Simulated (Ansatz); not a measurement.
# SbPt: computed properties

Computed with Ansatz, DFT r2SCAN, scalar-relativistic, plane waves, PAW.

Cutoff 500 eV; k points 12×12×8 on the computed 4-atom cell (Γ-centred); Gaussian smearing, width 0.10 eV; no spin polarisation.

The structure is relaxed at this level of theory with its symmetry kept. Whether it is the stable form of this composition wasn't checked.

Space group P6_3/mmc (No. 194). a = 4.182 Å, b = 4.182 Å, c = 5.519 Å, α = 90.00°, β = 90.00°, γ = 120.00°
```
atom site symmetry x y z
  Sb    2c      -6m2  0.3333  0.6667  0.2500
  Pt    2a      -3m.  0.0000  0.0000  0.0000
```

| Property | Result |
| --- | --- |
| Space group | P6_3/mmc (No. 194) |
| Volume per atom | 20.90 Å³ |
| Formation energy from the elements' standard states (uncorrected) | -0.428 eV/atom |
| Generalised Kohn–Sham band gap | none (metal) |
| Density of states at the Fermi level | 1.73 states/eV per cell |
| Löwdin character within 0.5 eV of the Fermi level | Sb 5p 45 %, Pt 5d 37 %, Sb 5s 10 %, unprojected 4 % |
| Bulk modulus | 137 GPa |
| Its pressure derivative | 5.1 |
| Bader charges (e) | Sb (2 in the cell) 0.70, Pt (2 in the cell) -0.70 |

Spin-orbit coupling is left out, which matters for the bands of heavy elements.